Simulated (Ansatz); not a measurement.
Crystal: Se.

```
Se
1.0
     1.39427   -4.03900    0.00000
     1.39427    4.03900    0.00000
     0.00000    0.00000    4.61343
Se
2
Direct
  0.06434 0.93566 0.25000
  0.93566 0.06434 0.75000
```

This isn't the form of Se at room conditions, which is trigonal, of chains.

| Quantity | Value |
| --- | --- |
| Program | Ansatz 0.2.0 |
| Task | relaxation of cell and atoms |
| Functional | PBE |
| Dispersion | D4 |
| Potentials or basis | Ansatz PAW |
| Cutoff | 420 eV (not typed: the program's choice for these potentials) |
| k mesh | 10 × 10 × 6 |
| Occupations | fermi-dirac, width 0.05 eV |
| Spin | no spin polarisation |

At the start: volume 25.98 Å³/atom.

Where does the relaxation end?

It ends after 6 steps and the volume is 24.28 Å³/atom (-6.5 %); space group Cmcm (No. 63, to 0.05 Å).

Step by step:
| step | energy change (eV) | largest force (eV/Å) | volume (Å³) |
| --- | --- | --- | --- |
| 1 | 0.0000 | 0.0101 | 51.96 |
| 2 | -0.0178 | 0.0561 | 49.73 |
| 3 | -0.0215 | 0.0329 | 48.06 |
| 4 | -0.0222 | 0.0010 | 48.64 |
| 5 | -0.0223 | 0.0002 | 48.57 |
| 6 | -0.0221 | 0.0002 | 48.57 |

Final structure:
```yaml
crystal:
  lattice:
    - [1.37855, -3.79301, 0.00000]
    - [1.37855, 3.79301, 0.00000]
    - [0.00000, 0.00000, 4.64401]
  atoms:
    - { symbol: Se, position: [0.06733, 0.93267, 0.25000] }
    - { symbol: Se, position: [0.93267, 0.06733, 0.75000] }
```

Caveat: the plane-wave basis is chosen anew once the cell has moved, so the energies of steps on either side of that aren't comparable; pairwise dispersion overbinds metals, which lowers pressure and volume.
